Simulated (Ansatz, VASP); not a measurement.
One calculation of Os, two programs

```
Os
1.0
     0.00000    1.84775    1.94500
     1.84775    0.00000    1.94500
     1.84775    1.84775    0.00000
Os
1
Direct
  0.00000 0.00000 0.00000
```

Change from the starting cell: strain -0.050 along x and y, +0.000 along z, atoms carried along.

Alike in both runs: task single point; functional PBEsol; k mesh 20 × 20 × 20; occupations gaussian, width 0.15 eV; no spin polarisation.

|  | VASP | Ansatz |
| --- | --- | --- |
| version | VASP 6.6.1 | Ansatz 0.2.0 |
| potentials or method | VASP PAW PBE potentials, release 64 (Os) | scalar-relativistic, plane waves, PAW |
| plane-wave cutoff (eV) | 520 | 420 |
| valence electrons in the cell | 8 | 16 |

Ansatz gave:

- gap on the k mesh at the Fermi level (eV): none
- pressure (GPa): 23.8
- largest component of the traceless stress (GPa): 14.70

Question: Estimate VASP's values.

Answer: gap on the k mesh at the Fermi level (eV): none; pressure (GPa): 25.2; largest component of the traceless stress (GPa): 14.67.

A gap of «none» marks a metal or a gap that the smearing closes. The functional is the same, so the differences come from potentials, cutoffs and numerics. The two sets of potentials don't hold the same shells in valence.

Caveats: so large a pressure means that the cell lies far from this level's equilibrium, or that cutoff or potentials fall short (VASP); the potentials were made for another functional, which shifts forces and pressure (VASP). The runs have no spin-orbit coupling, so splittings on Os are missing.
